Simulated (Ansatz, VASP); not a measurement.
**Ta2H: VASP beside Ansatz**

Aim: how closely do two programs agree when they are given the same cell, functional and k mesh? The cell is taken from a series of runs on this material, whose earlier steps may have relaxed, scaled, displaced or heated it; both programs get it as it stands.

Program: Ansatz 0.2.0. Level of theory: plane waves, with VASP 6.6.1 beside it; relaxation of cell and atoms at r2SCAN with rVV10. Results are calculated unless marked as measured.

## Step 1: Starting point

The structure is orthorhombic, space group C222 (No. 21). Conventional cell: a = 3.441 Å, b = 4.743 Å, c = 4.759 Å, α = 90.00°, β = 90.00°, γ = 90.00°. Ta has 2 H at 1.93 Å nearest. Nearest to H lie 4 Ta at 1.93 Å. Farther neighbours are not listed.

Structure file:

```
Ta H
1.0
     1.72050   -2.37147    0.00000
     1.72050    2.37147    0.00000
     0.00000    0.00000    4.75857
Ta H
2 1
Direct
  0.00000 0.50000 0.26457
  0.50000 0.00000 0.73543
  0.00000 0.00000 0.00000
```

## Step 2: VASP: relaxation of cell and atoms, r2SCAN with rVV10

The relaxed volume is the usual yardstick between codes: in a stiff, nearly cubic crystal its relative difference is about their pressure difference at one cell divided by the bulk modulus.

Lines of VASP's logs that name or quote its potential files are left out, and so is its time.

Input file INCAR:

```
SYSTEM = Ta2H
PREC = Accurate
ENCUT = 550
EDIFF = 1E-07
NELM = 120
ISMEAR = 0
SIGMA = 0.1
LREAL = .FALSE.
ALGO = Normal
METAGGA = R2SCAN
LUSE_VDW = .TRUE.
IVDW_NL = 2
BPARAM = 11.95
CPARAM = 0.0093
LASPH = .TRUE.
NBANDS = 17
LORBIT = 11
LWAVE = .FALSE.
LCHARG = .FALSE.
ISIF = 3
IBRION = 2
NSW = 80
EDIFFG = -0.005
GGA_COMPAT = .FALSE.
NELMIN = 4
LMIXTAU = .TRUE.
KPAR = 2
```

Input file POSCAR:

```
Ta2H
1.0
    1.7204950000     -2.3714690000      0.0000000000
    1.7204950000      2.3714690000      0.0000000000
    0.0000000000      0.0000000000      4.7585690000
Ta H
2 1
Direct
    0.0000000399      0.5000002507      0.2645698738
    0.5000002507      0.0000000399      0.7354303363
    0.0000000000      0.0000000000      0.0000000000
```

Input file KPOINTS:

```
Automatic mesh
0
Gamma
12 12 8
0 0 0
```

PAW data sets: Ta_pv and H (PBE family, release 64).

Started as:

```sh
> mpirun -np 2 vasp_std
```

Numbers of over 12 decimals in the logs are rounded to 6 here.

Output:

```text
[banner, memory and clock lines left out]
running    2 mpi-ranks, on    1 nodes
 distrk:  each k-point on    1 cores,    2 groups
 distr:  one band on    1 cores,    1 groups

 POSCAR found type information on POSCAR TaH
 POSCAR found :  2 types and       3 ions
|                                                                             |
|               ----> ADVICE to this user running VASP <----                  |
|                                                                             |
|     You have switched on vdW-DFT.                                           |
|     This routine was written and supplied by Jiri Klimes. We recommend      |
|     that you carefully read and cite the following publications:            |
|       J. Klimes, D.R. Bowler, A. Michelides                                 |
|          J. Phys.: Cond Matt. 22 022201 (2010)                              |
|       J. Klimes, D.R. Bowler, A. Michelides                                 |
|          Phys. Rev. B. 83, 195131 (2011)                                    |
|     and references therein.                                                 |
|                                                                             |

|                                                                             |
|               ----> ADVICE to this user running VASP <----                  |
|                                                                             |
|     You enforced a specific xc type in the INCAR file but a different       |
|     [... a line on the potential file left out ...]
|     I HOPE YOU KNOW WHAT YOU ARE DOING!                                     |
|                                                                             |

 LDA part: xc-table for (None), standard interpolation
 POSCAR, INCAR and KPOINTS ok, starting setup
 FFT: planning ... GRIDC
 FFT: planning ... GRID_SOFT
 FFT: planning ... GRID
 WAVECAR not read
 entering main loop
       N       E                     dE             d eps       ncg     rms          rms(c)
Total rVV10 correction in eV:      0.3944736    25.7686300
Total rVV10 correction in eV:      0.3944736    25.7686300
DAV:   1     0.989635178688E+02    0.98964E+02   -0.13488E+04  7310   0.144E+03
DAV:   2    -0.103875961120E+03   -0.20284E+03   -0.20034E+03  8998   0.400E+02
DAV:   3    -0.108058173624E+03   -0.41822E+01   -0.41211E+01  9068   0.537E+01
DAV:   4    -0.108095695848E+03   -0.37522E-01   -0.37408E-01  9052   0.496E+00
DAV:   5    -0.108096002959E+03   -0.30711E-03   -0.30691E-03  9147   0.415E-01    0.224E+01
Total rVV10 correction in eV:      0.3714315    25.7686299
Total rVV10 correction in eV:      0.3714315    25.7686299
DAV:   6    -0.101404604142E+03    0.66914E+01   -0.29144E+00  7745   0.186E+01    0.955E+00
Total rVV10 correction in eV:      0.3579672    25.7686299
Total rVV10 correction in eV:      0.3579672    25.7686299
DAV:   7    -0.991345577072E+02    0.22700E+01   -0.18300E+00  8495   0.100E+01    0.940E-01
Total rVV10 correction in eV:      0.3604241    25.7686299
Total rVV10 correction in eV:      0.3604241    25.7686299
DAV:   8    -0.101275216365E+03   -0.21407E+01   -0.10038E+00  8018   0.804E+00    0.177E+00
Total rVV10 correction in eV:      0.3590737    25.7686299
Total rVV10 correction in eV:      0.3590737    25.7686299
DAV:   9    -0.100884329925E+03    0.39089E+00   -0.66124E-02  7754   0.276E+00    0.810E-01
Total rVV10 correction in eV:      0.3581346    25.7686299
Total rVV10 correction in eV:      0.3581346    25.7686299
DAV:  10    -0.100819804176E+03    0.64526E-01   -0.96233E-03  8164   0.846E-01    0.496E-01
Total rVV10 correction in eV:      0.3569782    25.7686299
Total rVV10 correction in eV:      0.3569782    25.7686299
DAV:  11    -0.100793116340E+03    0.26688E-01   -0.82212E-02  7452   0.320E+00    0.118E-01
Total rVV10 correction in eV:      0.3570022    25.7686299
Total rVV10 correction in eV:      0.3570022    25.7686299
DAV:  12    -0.100807945633E+03   -0.14829E-01   -0.30386E-03  8268   0.502E-01    0.102E-01
Total rVV10 correction in eV:      0.3567655    25.7686299
Total rVV10 correction in eV:      0.3567655    25.7686299
DAV:  13    -0.100816939462E+03   -0.89938E-02   -0.43812E-03  7629   0.654E-01    0.457E-02
Total rVV10 correction in eV:      0.3566494    25.7686299
Total rVV10 correction in eV:      0.3566494    25.7686299
DAV:  14    -0.100817621575E+03   -0.68211E-03   -0.85897E-04  8559   0.333E-01    0.156E-02
Total rVV10 correction in eV:      0.3566375    25.7686299
Total rVV10 correction in eV:      0.3566375    25.7686299
DAV:  15    -0.100817594922E+03    0.26653E-04   -0.11934E-04  7836   0.103E-01    0.122E-02
[...]
Total rVV10 correction in eV:      0.3523575    25.7686300
DAV:  10    -0.100817018403E+03   -0.10135E-05   -0.11047E-06  7539   0.114E-02    0.114E-03
Total rVV10 correction in eV:      0.3523587    25.7686300
Total rVV10 correction in eV:      0.3523587    25.7686300
DAV:  11    -0.100817018361E+03    0.42238E-07   -0.54937E-08  4001   0.244E-03
Total rVV10 correction in eV:      0.3523592    25.7686300
Total rVV10 correction in eV:      0.3523592    25.7686300
Total rVV10 correction in eV:      0.3523589    25.7686300
Total rVV10 correction in eV:      0.3523589    25.7686300
   2 F= -.10081702E+03 E0= -.10081392E+03  d E =0.571935E-03
[...]
3 F= -.10081900E+03 E0= -.10081585E+03  d E =-.141377E-02
[...]
4 F= -.10081941E+03 E0= -.10081618E+03  d E =-.402619E-03
[...]
5 F= -.10081945E+03 E0= -.10081618E+03  d E =-.450904E-03
 curvature:  -0.74 expect dE=-0.469E-04 dE for cont linesearch -0.246E-07
 trial: gam= 0.06697 g(F)=  0.424E-04 g(S)=  0.208E-04 ort = 0.507E-05 (trialstep = 0.979E+00)
 search vector abs. value=  0.674E-04
 bond charge predicted
       N       E                     dE             d eps       ncg     rms          rms(c)
Total rVV10 correction in eV:      0.3547059    25.7686299
Total rVV10 correction in eV:      0.3547059    25.7686299
DAV:   1    -0.100819462460E+03   -0.75815E-05   -0.95229E-03  7321   0.915E-01    0.488E-02
Total rVV10 correction in eV:      0.3547422    25.7686299
Total rVV10 correction in eV:      0.3547422    25.7686299
DAV:   2    -0.100819487457E+03   -0.24997E-04   -0.68258E-04  7596   0.242E-01    0.232E-02
Total rVV10 correction in eV:      0.3547590    25.7686299
Total rVV10 correction in eV:      0.3547590    25.7686299
DAV:   3    -0.100819484234E+03    0.32233E-05   -0.37837E-05  9865   0.587E-02    0.901E-03
Total rVV10 correction in eV:      0.3547577    25.7686299
Total rVV10 correction in eV:      0.3547577    25.7686299
DAV:   4    -0.100819484549E+03   -0.31462E-06   -0.57442E-06  9180   0.186E-02    0.548E-03
Total rVV10 correction in eV:      0.3547535    25.7686299
Total rVV10 correction in eV:      0.3547535    25.7686299
DAV:   5    -0.100819483548E+03    0.10007E-05   -0.28619E-06  8852   0.140E-02    0.301E-03
Total rVV10 correction in eV:      0.3547533    25.7686299
Total rVV10 correction in eV:      0.3547533    25.7686299
DAV:   6    -0.100819484552E+03   -0.10040E-05   -0.56391E-07  8384   0.597E-03    0.203E-03
Total rVV10 correction in eV:      0.3547521    25.7686299
Total rVV10 correction in eV:      0.3547521    25.7686299
DAV:   7    -0.100819484656E+03   -0.10400E-06   -0.16645E-07  5033   0.336E-03    0.328E-04
Total rVV10 correction in eV:      0.3547524    25.7686299
Total rVV10 correction in eV:      0.3547524    25.7686299
DAV:   8    -0.100819484685E+03   -0.29413E-07   -0.59080E-08  3819   0.263E-03
Total rVV10 correction in eV:      0.3547522    25.7686299
Total rVV10 correction in eV:      0.3547522    25.7686299
Total rVV10 correction in eV:      0.3547524    25.7686299
Total rVV10 correction in eV:      0.3547524    25.7686299
   6 F= -.10081948E+03 E0= -.10081622E+03  d E =-.297141E-04
 trial-energy change:   -0.000030  1 .order   -0.000030   -0.000062    0.000003
 step:   0.9404(harm=  0.9404)  dis= 0.00085  next Energy=  -100.819485 (dE=-0.299E-04)
 reached required accuracy - stopping structural energy minimisation
```

Parts of OUTCAR (step 2):

```text
ion  position               nearest neighbor table
   1  0.000  0.500  0.265-   3 1.93   3 1.93   2 2.82   2 2.82   2 3.05   2 3.05   2 3.26   2 3.26
                             2 3.46   2 3.46
   2  0.500  0.000  0.735-   3 1.93   3 1.93   1 2.82   1 2.82   1 3.05   1 3.05   1 3.26   1 3.26
                             1 3.46   1 3.46
   3  0.000  0.000  0.000-   2 1.93   1 1.93   2 1.93   1 1.93

  LATTYP: Found a base centered orthorhombic cell.
 ALAT       =     3.4409900000
 B/A-ratio  =     1.3783643661
 C/A-ratio  =     1.3829069541

 Subroutine GETGRP returns: Found  4 space group operations
 (whereof  4 operations were pure point group operations)

The static configuration has the point symmetry D_2 .

 Found    215 irreducible k-points:

   k-points           NKPTS =    215   k-points in BZ     NKDIM =    215   number of bands    NBANDS=     17

   dimension x,y,z NGX =    24 NGY =   24 NGZ =   36
   dimension x,y,z NGXF=    48 NGYF=   48 NGZF=   72

   ENCUT  =  550.0 eV  40.42 Ry    6.36 a.u.   5.60  5.60  9.10*2*pi/ulx,y,z

   NELECT =      23.0000    total number of electrons

 k-points in reciprocal lattice and weights: Automatic mesh
   0.00000000  0.00000000  0.00000000       0.001
   0.08333333  0.00000000  0.00000000       0.003
   0.16666667 -0.00000000  0.00000000       0.003
   0.25000000 -0.00000000  0.00000000       0.003
   0.33333333  0.00000000  0.00000000       0.003
   0.41666667 -0.00000000  0.00000000       0.003
   0.50000000 -0.00000000  0.00000000       0.002
   0.08333333  0.08333333  0.00000000       0.002
   0.16666667  0.08333333  0.00000000       0.003
[...]
-0.41666667  0.41666667  0.50000000       0.002
   0.50000000  0.50000000  0.50000000       0.001

 average (electrostatic) potential at core
       1 -42.4182       2 -42.4182       3 -35.2949

 E-fermi :   5.3475

 k-point     1 :       0.0000    0.0000    0.0000
  band No.  band energies     occupation
    ...
      6     -29.2190      2.00000
      7      -4.9396      2.00000
      8       0.6800      2.00000
      9       2.0638      2.00000
     10       4.5901      2.00000
     11       5.6577      0.00001
     12       5.7024      0.00000
     13       6.2119      0.00000
     14       8.7591      0.00000
     15       9.2001      0.00000
    ...

 k-point     2 :       0.0833    0.0000    0.0000
  band No.  band energies     occupation
    ...
      6     -29.2360      2.00000
      7      -4.7588      2.00000
      8       0.8943      2.00000
      9       2.0602      2.00000
     10       4.4836      2.00000
     11       5.5825      0.00089
     12       5.7150      0.00000
     13       6.2658      0.00000
     14       8.4595      0.00000
     15       9.0658      0.00000
    ...

 k-point     3 :       0.1667   -0.0000    0.0000
  band No.  band energies     occupation
    ...
      7      -4.2573      2.00000
      8       1.4590      2.00000
      9       2.0323      2.00000
     10       4.2136      2.00000
     11       5.2775      1.67745
     12       5.5140      0.01851
     13       6.7855      0.00000
     14       7.9158      0.00000
     15       8.9039      0.00000
     16       9.2733      0.00000
    ...

  Total       -0.0089654     -0.0038905     -0.0129456      0.0000000      0.0000000      0.0000000
  in kB       -0.3724650     -0.1616296     -0.5378208      0.0000000      0.0000000      0.0000000
  external PRESSURE =      -0.3573051 kB  Pullay stress =       0.0000000 kB

  energy-cutoff  :      550.00
  volume of cell :       38.57
      direct lattice vectors                 reciprocal lattice vectors
     1.707727252 -2.371885330  0.000000000     0.292786802 -0.210802771  0.000000000
     1.707727252  2.371885330  0.000000000     0.292786802  0.210802771  0.000000000
     0.000000000  0.000000000  4.760502313     0.000000000  0.000000000  0.210061866

 POSITION                                       TOTAL-FORCE (eV/Angst)
 -----------------------------------------------------------------------------------
      0.85386      1.18594      1.25718        -0.000000     -0.000000     -0.001948
      0.85386     -1.18594      3.50333         0.000000      0.000000      0.001948
      0.00000     -0.00000      0.00000         0.000000     -0.000000      0.000000
 -----------------------------------------------------------------------------------
    total drift:                               -0.000246     -0.000000     -0.000255

  FREE ENERGIE OF THE ION-ELECTRON SYSTEM (eV)
  ---------------------------------------------------
  free  energy   TOTEN  =      -100.8194846853 eV

  energy  without entropy=     -100.8129636814  energy(sigma->0) =     -100.81622418

 reached required accuracy - stopping structural energy minimisation

 total charge
# of ion       s       p       d       tot
------------------------------------------
    1        0.352   6.200   2.360   8.912
    2        0.352   6.200   2.360   8.912
    3        0.600   0.032   0.000   0.633
--------------------------------------------------
tot          1.304  12.433   4.720  18.457

[... 3 further parts left out ...]
```

CONTCAR:

```
Ta2H
   1.00000000000000
     1.7077272516039639   -2.3718853302217440    0.0000000000000000
     1.7077272516039639    2.3718853302217440    0.0000000000000000
     0.0000000000000000    0.0000000000000000    4.7605023134640527
  Ta              H
     2     1
Direct
     0.0000000399000015    0.5000002506999977    0.2640850417471533
     0.5000002506999977    0.0000000399000015    0.7359151683528444
     0.0000000000000000    0.0000000000000000    0.0000000000000000
```

The run keeps the 4 symmetry operations of its start, so it cannot find a distortion of lower symmetry.

(Continued in part 2 of 2.)

[Lines on the potential files, build, host, timing and source positions are cut from VASP's logs without a mark.]

[Logs are printed without paths, hosts, clocks, repeated set-up lines and the standing remarks that a program may print on its own settings, such as how far it seeks lower states.]

[Hosts, paths, dates, database ids (printed as entryN), source tags and the programs' standing remarks are cut or masked in the printed files.]
